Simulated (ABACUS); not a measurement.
The system is Si2W.

```
W Si
1.0
    -1.60690    1.60690    3.91495
     1.60690   -1.60690    3.91495
     1.60690    1.60690   -3.91495
W Si
1 2
Direct
  0.00000 0.00000 0.00000
  0.66530 0.66530 0.00000
  0.33470 0.33470 0.00000
```

Base run:

```yaml
Program: ABACUS 3.10.1
Functional: PBE
Potentials_or_basis: PseudoDojo NC SR 0.4.1 PBE standard
Cutoff: 1361 eV
Density_cutoff: 5442 eV
Basis: DZP LCAO (the cutoffs set its grid)
k_mesh: 8 × 8 × 8
Occupations: fermi-dirac, width 0.05 eV
Spin: no spin polarisation
```

Its results: band gap on the k mesh none (metal or under the smearing width); pressure 4.4 GPa; largest force 0.050 eV/Å.

The run is repeated on the same cell with these changes: cutoff from 1361 eV to 1007 eV; density cutoff from 5442 eV to 4027 eV; basis from DZP LCAO (the cutoffs set its grid) to plane waves. What comes out?

Band gap on the k mesh none (metal or under the smearing width); pressure 3.3 GPa; largest force 0.029 eV/Å.

Caveats: the atomic orbitals were generated for these runs and aren't a published set (some runs); the basis of atomic orbitals isn't converged, which shifts pressures, moduli and gaps (some runs); there are fewer bands than atomic start orbitals, so a level may be missed at k points of high symmetry (some runs).
